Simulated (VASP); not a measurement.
Runs of VASP 6.6.1 on P. Symmetry: P6_422, No. 181, hexagonal system. Conventional cell: a = 3.375 Å, b = 3.375 Å, c = 4.915 Å, α = 90.00°, β = 90.00°, γ = 120.00°. P (site symmetry 222) has 4 P at 2.35 Å as nearest neighbours. The cell was built by a generator and needn't be a form met in nature.

```tsv
task	level	potentials or basis	cell	cutoff (eV)	smearing	other keys	gap on the mesh (eV)	pressure (GPa)	relaxed volume (Å³/atom)
relaxation of cell and atoms	LDA	VASP PAW LDA potentials, release 64 (P)	relaxed	600	gaussian 0.05 eV	-	none	-0.1	15.24
relaxation of cell and atoms	PBE	VASP PAW PBE potentials, release 64 (P)	relaxed	600	gaussian 0.05 eV	-	none	-0.1	16.10
optical spectrum	PBEsol+D3	VASP PAW PBE potentials, release 64 (P)	as given	520	gaussian 0.1 eV	ISMEAR = 0; SIGMA = 0.1; PREC = Normal	none	(a)	-
single point	PBE	VASP PAW PBE potentials, release 64 (P)	as given	520	fermi-dirac 0.05 eV	-	none	-0.2	-
```

Alike in all rows: no spin polarisation; k mesh 9 × 9 × 6.

Task: Estimate the missing entries.

Result: (a) -4.8.

Caveats: spectra need much finer meshes, so this one isn't converged (some runs); independent-particle spectra lack excitons (some runs); the intraband (Drude) part of a metal's response may be missing (some runs); the PAW data sets were made with another functional, which shifts forces and pressure a little (some runs); pairwise dispersion overbinds metals, which lowers pressure and volume (some runs).

A gap of «none» marks a metal or a gap under the smearing width.
